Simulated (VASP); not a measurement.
# AlP (F-43m) in VASP: notebook

The runs below take AlP through relaxation of cell and atoms, with LDA.

Everything below comes from runs of VASP 6.6.1. Logs are shortened: lines on timing, memory, paths and dates and some standing lists are left out, and cuts for length are marked.

**1. Starting point**

The structure is cubic, space group F-43m (No. 216). Conventional cell: a = 5.451 Å, b = 5.451 Å, c = 5.451 Å, α = 90.00°, β = 90.00°, γ = 90.00°. Al (site symmetry -43m) is surrounded by 4 P at 2.36 Å. Around P (site symmetry -43m) lie 4 Al at 2.36 Å.

**2. Relaxation of cell and atoms, LDA**

File INCAR:

```
PREC = Accurate ; ENCUT = 600
EDIFF = 1E-6 ; ISMEAR = 0
SIGMA = 0.03 ; LREAL = False
LASPH = True ; NELM = 80
ALGO = Normal ; ISIF = 3
LWAVE = False ; LCHARG = False
IBRION = 2 ; NSW = 90
EDIFFG = -0.01
```

File KPOINTS:

```
Automatic mesh
0
Gamma
  8 8 8
```

File POSCAR:

```
AlP
1.0
    0.0000000000      2.7255000000      2.7255000000
    2.7255000000      0.0000000000      2.7255000000
    2.7255000000      2.7255000000      0.0000000000
Al P
1 1
Direct
    0.0000000000      0.0000000000      0.0000000000
    0.2500000000      0.2500000000      0.2500000000
```

Potentials or basis: VASP PAW LDA potentials, release 64 (Al, P).

Command:

```bash
> cat potpaw_LDA.64/Al/POTCAR potpaw_LDA.64/P/POTCAR > POTCAR
> mpirun -np 1 vasp_std > vasp.out
```

OUTCAR:

```text
PREC = Accurate
   ENCUT = 600
   EDIFF = 1E-6
   ISMEAR = 0
   LREAL = False
   LASPH = True
   NELM = 80
   ISIF = 3
   IBRION = 2
   NSW = 90
   EDIFFG = -0.01

 ion  position               nearest neighbor table
   1  0.000  0.000  0.000-   2 2.36   2 2.36   2 2.36   2 2.36
   2  0.250  0.250  0.250-   1 2.36   1 2.36   1 2.36   1 2.36

  LATTYP: Found a face centered cubic cell.
 ALAT       =     5.4510000000

  Lattice vectors:

 A1 = (   0.0000000000,   2.7255000000,   2.7255000000)
 A2 = (   2.7255000000,   0.0000000000,   2.7255000000)
 A3 = (   2.7255000000,   2.7255000000,   0.0000000000)

Analysis of symmetry for initial positions (statically):
=====================================================================
 Subroutine PRICEL returns:
 Original cell was already a primitive cell.

 Routine SETGRP: Setting up the symmetry group for a
 face centered cubic supercell.

 Subroutine GETGRP returns: Found 24 space group operations
 (whereof 24 operations were pure point group operations)
 out of a pool of 48 trial point group operations.

The static configuration has the point symmetry T_d .

Analysis of symmetry for dynamics (positions and initial velocities):
=====================================================================
 Subroutine PRICEL returns:
 Original cell was already a primitive cell.

 Routine SETGRP: Setting up the symmetry group for a
 face centered cubic supercell.

 Subroutine GETGRP returns: Found 24 space group operations
 (whereof 24 operations were pure point group operations)
 out of a pool of 48 trial point group operations.

The dynamic configuration has the point symmetry T_d .

 Subroutine INISYM returns: Found 24 space group operations
 (whereof 24 operations are pure point group operations),
 and found     1 'primitive' translations

----------------------------------------------------------------------------------------

                                     Primitive cell

  volume of cell :      40.4919

  direct lattice vectors                    reciprocal lattice vectors
     0.000000000  2.725500000  2.725500000    -0.183452578  0.183452578  0.183452578
     2.725500000  0.000000000  2.725500000     0.183452578 -0.183452578  0.183452578
     2.725500000  2.725500000  0.000000000     0.183452578  0.183452578 -0.183452578

  length of vectors
     3.854439064  3.854439064  3.854439064     0.317749185  0.317749185  0.317749185

  position of ions in fractional coordinates (direct lattice)
     0.000000000  0.000000000  0.000000000
     0.250000000  0.250000000  0.250000000

  ion indices of the primitive-cell ions
   primitive index   ion index
                 1           1
                 2           2

----------------------------------------------------------------------------------------

 KPOINTS: Automatic mesh

Automatic generation of k-mesh.
 Grid dimensions read from file:
 generate k-points for:    8    8    8

 Generating k-lattice:

  Cartesian coordinates                     Fractional coordinates (reciprocal lattice)
    -0.022931572  0.022931572  0.022931572     0.125000000  0.000000000  0.000000000
     0.022931572 -0.022931572  0.022931572     0.000000000  0.125000000  0.000000000
     0.022931572  0.022931572 -0.022931572     0.000000000  0.000000000  0.125000000

  Length of vectors
     0.039718648  0.039718648  0.039718648

  Shift w.r.t. Gamma in fractional coordinates (k-lattice)
     0.000000000  0.000000000  0.000000000

 Subroutine IBZKPT returns following result:
 ===========================================

 Found     29 irreducible k-points:

 Following reciprocal coordinates:
            Coordinates               Weight
  0.000000  0.000000  0.000000      1.000000
  0.125000  0.000000  0.000000      8.000000
  0.250000  0.000000  0.000000      8.000000
  0.375000  0.000000  0.000000      8.000000
  0.500000  0.000000  0.000000      4.000000
  0.125000  0.125000  0.000000      6.000000
[... 16 lines left out ...]
  0.500000  0.250000  0.125000     48.000000
 -0.375000  0.250000  0.125000     24.000000
 [... further k-points ...]
   k-points           NKPTS =     29   k-points in BZ     NKDIM =     29   number of bands    NBANDS=      8
   number of dos      NEDOS =    301   number of ions     NIONS =      2
   total plane-waves  NPLWV =  32768
   dimension x,y,z NGX =    32 NGY =   32 NGZ =   32
   dimension x,y,z NGXF=    64 NGYF=   64 NGZF=   64
   ions per type =               1   1
   NGX,Y,Z   is equivalent  to a cutoff of  13.80, 13.80, 13.80 a.u.
   NGXF,Y,Z  is equivalent  to a cutoff of  27.60, 27.60, 27.60 a.u.
 SYSTEM =  unknown system
   PREC   = accura    normal or accurate (medium, high low for compatibility)
   ISTART =      0    job   : 0-new  1-cont  2-samecut
   ICHARG =      2    charge: 1-file 2-atom 10-const
   ISPIN  =      1    spin polarized calculation?
   LNONCOLLINEAR =      F non collinear calculations
   LSORBIT =      F    spin-orbit coupling
   LASPH  =      T    aspherical Exc in radial PAW
   ENCUT  =  600.0 eV  44.10 Ry    6.64 a.u.   7.70  7.70  7.70*2*pi/ulx,y,z
   NELM   =     80;   NELMIN=  2; NELMDL= -5     # of ELM steps
   EDIFF  = 0.1E-05   stopping-criterion for ELM
   LREAL  =      F    real-space projection
   EDIFFG = -.1E-01   stopping-criterion for IOM
   NSW    =     90    number of steps for IOM
   IBRION =      2    ionic relax: 0-MD 1-quasi-New 2-CG
   NFREE  =      1    steps in history (QN), initial steepest desc. (CG)
   ISIF   =      3    stress and relaxation
   ISYM   =      2    0-nonsym 1-usesym 2-fastsym
   POTIM  = 0.5000    time-step for ionic-motion
   TEBEG  =    0.0;   TEEND  =   0.0 temperature during run
   PSTRESS=    0.0 pullay stress
   NELECT =       8.0000    total number of electrons
   NUPDOWN=      -1.0000    fix difference up-down
   EMIN   =  10.00;   EMAX   =-10.00  energy-range for DOS
   EFERMI =   0.00;   METHOD = LEGACY
   ISMEAR =     0;   SIGMA  =   0.03  broadening in eV -4-tet -1-fermi 0-gaus
   EFERMI_NEDOS =   21; number of points for ismear=-14 and -15
   IALGO  =     38    algorithm
   IMIX   =      4    mixing-type and parameters
     AMIX     =   0.40;   BMIX     =  1.00
     AMIX_MAG =   1.60;   BMIX_MAG =  1.00
  volume/ion in A,a.u.               =      20.25       136.63
  Fermi-wavevector in a.u.,A,eV,Ry     =   0.953488  1.801831 12.369596  0.909140
  Thomas-Fermi vector in A             =   2.082148
   LORBIT       =      0    0 simple, 1 ext, 2 COOP (PROOUT), +10 PAW based schemes
   GGA     = CA    functional components
   LHFCALC =     F    Hartree Fock is set to
   AEXX    =    0.0000 exact exchange contribution
   IVDW    =     0    specifies the selected vdW correction
   LEPSILON=     F    determine dielectric tensor
   LRPA    =     F    only Hartree local field effects (RPA)
 conjugate gradient relaxation of ions
 non-spin polarized calculation
 Gauss-broadening in eV      SIGMA  =   0.03
  energy-cutoff  :      600.00
  volume of cell :       40.49
 maximum number of plane-waves:      1365
   NGX = 15   NGY = 15   NGZ = 15

--------------------------------------- Ionic step        1  -------------------------------------------

 number of electron       8.0000000 magnetization

 Free energy of the ion-electron system (eV)
  ---------------------------------------------------
  ext. energy  EPLUGINS =         0.00000000
  ---------------------------------------------------
  free energy    TOTEN  =       -11.41173849 eV

  energy without entropy =      -11.41173849  energy(sigma->0) =      -11.41173849

------------------------ aborting loop because EDIFF is reached ----------------------------------------

  FORCE on cell =-STRESS in cart. coord.  units (eV):
  Direction    XX          YY          ZZ          XY          YZ          ZX
  --------------------------------------------------------------------------------------
  -------------------------------------------------------------------------------------
  Total       -0.1954558     -0.1954558     -0.1954558      0.0000000      0.0000000      0.0000000
  in kB       -7.7337591     -7.7337591     -7.7337591      0.0000000      0.0000000      0.0000000
  external PRESSURE =      -7.7337591 kB  Pullay stress =       0.0000000 kB
[... 57 lines left out ...]
  energy  without entropy=      -11.4122526473  energy(sigma->0) =      -11.41225265

--------------------------------------- Ionic step        3  -------------------------------------------

 number of electron       8.0000000 magnetization

 Free energy of the ion-electron system (eV)
  ---------------------------------------------------
  ext. energy  EPLUGINS =         0.00000000
  ---------------------------------------------------
  free energy    TOTEN  =       -11.41259132 eV

  energy without entropy =      -11.41259132  energy(sigma->0) =      -11.41259132

 E-fermi :   4.7106     XC(G=0):  -9.5008

 val. band max:        4.5765935649   @ k =   0.0000   0.0000   0.0000
 cond. band min:       5.9920103909   @ k =   0.5000   0.5000   0.0000
 fundamental gap:      1.4154168260
 Fermi energy:         4.7106466375

 k-point     1 :       0.0000    0.0000    0.0000
  band No.  band energies     occupation
      1      -7.0074      2.00000
      2       4.5766      2.00000
      3       4.5766      2.00000
      4       4.5766      2.00000
      5       7.8120      0.00000
      6       9.0679      0.00000
      7       9.0679      0.00000
      8       9.0679      0.00000
[... 243 lines left out ...]
 k-point    24 :      -0.3750    0.2500    0.1250
  band No.  band energies     occupation
      1      -4.9531      2.00000
      2      -0.6921      2.00000
      3       1.9148      2.00000
      4       3.0526      2.00000
      5       8.4343      0.00000
      6       9.0092      0.00000
      7      11.4212      0.00000
      8      12.2219      0.00000

 [... further k-points ...]

------------------------ aborting loop because EDIFF is reached ----------------------------------------

  FORCE on cell =-STRESS in cart. coord.  units (eV):
  Direction    XX          YY          ZZ          XY          YZ          ZX
  --------------------------------------------------------------------------------------
  -------------------------------------------------------------------------------------
  Total       -0.0003716     -0.0003716     -0.0003716      0.0000000      0.0000000      0.0000000
  in kB       -0.0148315     -0.0148315     -0.0148315      0.0000000      0.0000000      0.0000000
  external PRESSURE =      -0.0148315 kB  Pullay stress =       0.0000000 kB
[... 17 lines left out ...]
  FREE ENERGIE OF THE ION-ELECTRON SYSTEM (eV)
  ---------------------------------------------------
  free  energy   TOTEN  =       -11.4125913201 eV

  energy  without entropy=      -11.4125913201  energy(sigma->0) =      -11.41259132

 reached required accuracy - stopping structural energy minimisation
```

Wall time 16 s (1 thread of AMD EPYC 7R13 (Zen 3), shared host); peak memory 0.12 GiB.

What came out:

- Free energy: -11.4126 eV
- Relaxed volume: 20.07 Å³/atom
- Relaxed cell: a = 3.843 Å, b = 3.843 Å, c = 3.843 Å, α = 60.00°, β = 60.00°, γ = 60.00°
- Space group after relaxing (to 0.05 Å): F-43m (No. 216)
- Energy gained by relaxing: 0.4 meV/atom
- Ionic steps: 3
- Pressure after relaxing: 0.0 GPa
- Band gap on the k mesh: 1.42 eV, indirect (least direct gap 3.24 eV)

The path:
```
step  energy change (eV)  largest force (eV/Å)  pressure (GPa)  volume (Å³)
   1              0.0000                0.0000           -0.77        40.49
   2             -0.0005                0.0000            0.50        39.92
   3             -0.0009                0.0000            0.00        40.14
```

Final structure:
```yaml
crystal:
  lattice:
    - [0.00000, 2.71760, 2.71760]
    - [2.71760, 0.00000, 2.71760]
    - [2.71760, 2.71760, 0.00000]
  atoms:
    - { symbol: Al, position: [0.00000, 0.00000, 0.00000] }
    - { symbol: P, position: [0.25000, 0.25000, 0.25000] }
```

**3. Relaxation of cell and atoms, LDA**

This run uses another cell than the first one, of 20.07 Å³/atom, 0.991 times its volume.

File INCAR:

```
PREC = Accurate ; ENCUT = 600
EDIFF = 1E-7 ; ISMEAR = 0
SIGMA = 0.03 ; LREAL = False
LASPH = True ; NELM = 80
ALGO = Normal ; ISIF = 3
LWAVE = False ; LCHARG = False
IBRION = 2 ; NSW = 90
EDIFFG = -0.005
```

KPOINTS is that of step 2.

File POSCAR:

```
AlP                                     
1.0
   -0.0000000000      2.7175991462      2.7175991462
    2.7175991462     -0.0000000000      2.7175991462
    2.7175991462      2.7175991462     -0.0000000000
  Al              P             
     1     1
Direct
     0.0000000000000000    0.0000000000000000    0.0000000000000000
     0.2500000000000000    0.2500000000000000    0.2500000000000000
```

Potentials or basis: VASP PAW LDA potentials, release 64 (Al, P).

Command:

```bash
> cat potpaw_LDA.64/Al/POTCAR potpaw_LDA.64/P/POTCAR > POTCAR
> mpirun -np 1 vasp_std > vasp.out
```

OUTCAR:

```text
PREC = Accurate
   ENCUT = 600
   EDIFF = 1E-7
   ISMEAR = 0
   LREAL = False
   LASPH = True
   NELM = 80
   ISIF = 3
   IBRION = 2
   NSW = 90
   EDIFFG = -0.005

 ion  position               nearest neighbor table
   1  0.000  0.000  0.000-   2 2.35   2 2.35   2 2.35   2 2.35
   2  0.250  0.250  0.250-   1 2.35   1 2.35   1 2.35   1 2.35

  LATTYP: Found a face centered cubic cell.
 ALAT       =     5.4351982924

  Lattice vectors:

[... 454 lines left out ...]

  FORCE on cell =-STRESS in cart. coord.  units (eV):
  Direction    XX          YY          ZZ          XY          YZ          ZX
  --------------------------------------------------------------------------------------
  -------------------------------------------------------------------------------------
  Total       -0.0008859     -0.0008859     -0.0008859      0.0000000      0.0000000      0.0000000
  in kB       -0.0353581     -0.0353581     -0.0353581      0.0000000      0.0000000      0.0000000
  external PRESSURE =      -0.0353581 kB  Pullay stress =       0.0000000 kB

 VOLUME and BASIS-vectors are now :
 -----------------------------------------------------------------------------
  energy-cutoff  :      600.00
  volume of cell :       40.14
      direct lattice vectors                 reciprocal lattice vectors
     0.000000000  2.717599146  2.717599146    -0.183985928  0.183985928  0.183985928
     2.717599146  0.000000000  2.717599146     0.183985928 -0.183985928  0.183985928
     2.717599146  2.717599146  0.000000000     0.183985928  0.183985928 -0.183985928

 POSITION                                       TOTAL-FORCE (eV/Angst)
 -----------------------------------------------------------------------------------
      0.00000      0.00000      0.00000        -0.000000     -0.000000     -0.000000
      1.35880      1.35880      1.35880         0.000000      0.000000      0.000000
 -----------------------------------------------------------------------------------
    total drift:                                0.000000      0.000000      0.000000

  FREE ENERGIE OF THE ION-ELECTRON SYSTEM (eV)
  ---------------------------------------------------
  free  energy   TOTEN  =       -11.4125739865 eV

  energy  without entropy=      -11.4125739865  energy(sigma->0) =      -11.41257399

 reached required accuracy - stopping structural energy minimisation
```

OSZICAR:

```text
N       E                     dE             d eps       ncg     rms          rms(c)
DAV:   1     0.138520417633E+02    0.13852E+02   -0.36518E+03   464   0.882E+02
DAV:   2    -0.112337965490E+02   -0.25086E+02   -0.24221E+02   624   0.953E+01
DAV:   3    -0.118478140068E+02   -0.61402E+00   -0.61402E+00   624   0.202E+01
DAV:   4    -0.118499605972E+02   -0.21466E-02   -0.21466E-02   752   0.130E+00
DAV:   5    -0.118499624177E+02   -0.18205E-05   -0.18205E-05   632   0.365E-02    0.469E+00
DAV:   6    -0.114841558810E+02    0.36581E+00   -0.83582E-01   496   0.421E+00    0.295E+00
DAV:   7    -0.114177917181E+02    0.66364E-01   -0.24407E-01   632   0.241E+00    0.146E+00
DAV:   8    -0.114126558170E+02    0.51359E-02   -0.16645E-02   536   0.781E-01    0.188E-01
DAV:   9    -0.114125587723E+02    0.97045E-04   -0.76975E-04   656   0.191E-01    0.652E-02
DAV:  10    -0.114125721437E+02   -0.13371E-04   -0.36525E-05   624   0.404E-02    0.188E-02
DAV:  11    -0.114125739899E+02   -0.18462E-05   -0.19194E-06   656   0.108E-02    0.983E-03
DAV:  12    -0.114125739865E+02    0.33968E-08   -0.59084E-07   592   0.423E-03
   1 F= -.11412574E+02 E0= -.11412574E+02  d E =-.114126E+02
```

It took 12 s on 1 thread of AMD EPYC 7R13 (Zen 3), shared host; peak memory 0.12 GiB.

What came out:

- Free energy: -11.4126 eV
- Pressure after relaxing: 0.0 GPa
- Band gap on the k mesh: 1.42 eV, indirect (least direct gap 3.24 eV)

Final structure:
```
Al P
1.0
     0.00000    2.71760    2.71760
     2.71760    0.00000    2.71760
     2.71760    2.71760    0.00000
Al P
1 1
Direct
  0.00000 0.00000 0.00000
  0.25000 0.25000 0.25000
```

Caveat: the relaxation stopped at its first step, so nothing moved.
